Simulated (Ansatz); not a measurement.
Wurtzite PbO (r2SCAN geometry), in Ansatz:

```cif
data_structure
_symmetry_space_group_name_H-M 'P 1'
_symmetry_Int_Tables_number 1
_cell_length_a 4.1969
_cell_length_b 4.1969
_cell_length_c 5.6223
_cell_angle_alpha 90.000
_cell_angle_beta 90.000
_cell_angle_gamma 120.000
_cell_volume 85.76
loop_
_atom_site_label
_atom_site_type_symbol
_atom_site_fract_x
_atom_site_fract_y
_atom_site_fract_z
_atom_site_occupancy
Pb1 Pb 0.33333 0.66667 0.98047 1
Pb2 Pb 0.66667 0.33333 0.48047 1
O1 O 0.33333 0.66667 0.39453 1
O2 O 0.66667 0.33333 0.89453 1
```

G0W0@PBE with 322 empty bands, a screening cutoff of 140 eV and a 6×6×2 mesh (PAW, contour deformation) gives 2.253 eV over the mesh points, from a PBE gap of 1.863 eV; it sums over 342 bands with 305 plane waves in the screening and a wave cutoff of 420 eV. No extrapolation in bands, cutoff or mesh was made for G0W0. Note: simulated data, non-magnetic, for a generated structure that need not be the stable one.

**Question.** Estimate the gap with starting point HSE06.

**Answer.** 2.551 eV (+0.298 eV), from a Kohn-Sham gap of 2.502 eV.

**Question.** Estimate the gap with empty bands 592, screening cutoff 210 eV.

**Answer.** 2.341 eV (+0.088 eV), from a Kohn-Sham gap of 1.863 eV.

**Question.** Estimate the gap with empty bands 139, screening cutoff 80 eV.

**Answer.** 2.170 eV (-0.083 eV), from a Kohn-Sham gap of 1.863 eV.

Spin-orbit coupling is left out; in compounds of Pb, Bi, Tl or Hg it can lower a gap by up to about 1 eV, split its edges or invert the bands.
